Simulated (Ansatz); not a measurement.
# Niobium, beta-Sn type under PBE: ground state and equation of state

The plan for niobium in the beta-Sn type structure: relax it, solve it on a dense k-mesh, then scale the cell to 7 volumes from 88 to 112 % of the relaxed one and try a fit of the equation of state. The start is ferromagnetic. The k-meshes are 13×13×9 for the relaxation; 21×21×11 for the dense run; 15×15×7 for the volumes.

Method: DFT PBE, plane waves (420 eV) with PAW, scalar-relativistic, in Ansatz 0.2.0.

### Step 1. The system as given

The structure is tetragonal, space group I4_1/amd (No. 141). Conventional cell: a = 5.171 Å, b = 5.171 Å, c = 2.823 Å, α = 90.00°, β = 90.00°, γ = 90.00°. Nb (site symmetry -4m2) is surrounded by 6 Nb at 2.68 to 2.82 Å.

As a file:

```xyz
2
Lattice="-2.5855 2.5855 1.4117 2.5855 -2.5855 1.4117 2.5855 2.5855 -1.4117" Properties=species:S:1:pos:R:3 pbc="T T T"
Nb    0.0000    0.0000    0.0000
Nb    0.0000    2.5855    0.7058
```

The atoms start with moments of +1 ×2 μB.

### Step 2. Geometry optimisation

input.yaml reads:

```yaml
crystal:
  lattice:
    - [-2.5855055049, 2.5855055049, 1.4116860057]
    - [2.5855055049, -2.5855055049, 1.4116860057]
    - [2.5855055049, 2.5855055049, -1.4116860057]
  atoms:
    - { symbol: Nb, position: [0.0, 0.0, 0.0], spin: 1.0 }
    - { symbol: Nb, position: [0.75, 0.25, 0.5], spin: 1.0 }
hamiltonian:
  xc: pbe
  pseudopotentials:
    kind: paw
    azcp:
      Nb: "pseudopotentials/Nb.paw.azcp"
basis:
  ecutwfc: 420
  fft_grid_basis: typed
kpoints:
  mp_grid: { grid: [13, 13, 9], shift: [0, 0, 0] }
magnetization:
  spin_polarized: true
scf:
  occupations: { method: fermi_dirac, width: 0.05 }
relax:
  max_steps: 60
  f_tol: 0.01
  cell: {}
```

Command:

```console
ansatz run input.yaml --threads 2 --pin off --max-ram 6144MiB --backend cpu --events-out ev --progress --plain --runs-dir out
```

After this run come: Dense single point; At 88 % of the relaxed volume; At 92 % of the relaxed volume; At 96 % of the relaxed volume; At 100 % of the relaxed volume; At 104 % of the relaxed volume; At 108 % of the relaxed volume; At 112 % of the relaxed volume.

What does the calculation give? Wanted: space group; conventional cell; volume; shortest distance; gap on the mesh; magnetic state; relative to bcc; V₀, B₀, B₀′.

**Answer**, as computed:

```
                      quantity                                  value
space group (spins left aside)                          Fddd (No. 70)
             conventional cell  a = 2.759 Å, b = 5.415 Å, c = 9.887 Å
                        volume                         18.466 Å³/atom
             shortest distance                                2.759 Å
               gap on the mesh           none (levels filled in part)
                magnetic state                           non-magnetic
               relative to bcc                          +146 meV/atom
                   V₀, B₀, B₀′           18.469 Å³/atom, 166 GPa, 3.8
```

**Reading.** The relaxation shrank the cell by 2.2 % in volume. The cell has left its prototype: it ends as Fddd. What follows belongs to that structure, not to the type named at the start. The mesh has less symmetry than the lattice, which may have let the distortion in. It lies 146 meV/atom above the element's reference form at the same level (bcc, from a run of its own). The starting moments do not survive. Levels at the Fermi energy are filled in part, as in a metal. B₀ comes out at 166 GPa; letting shape and positions relax at each volume could only lower it.
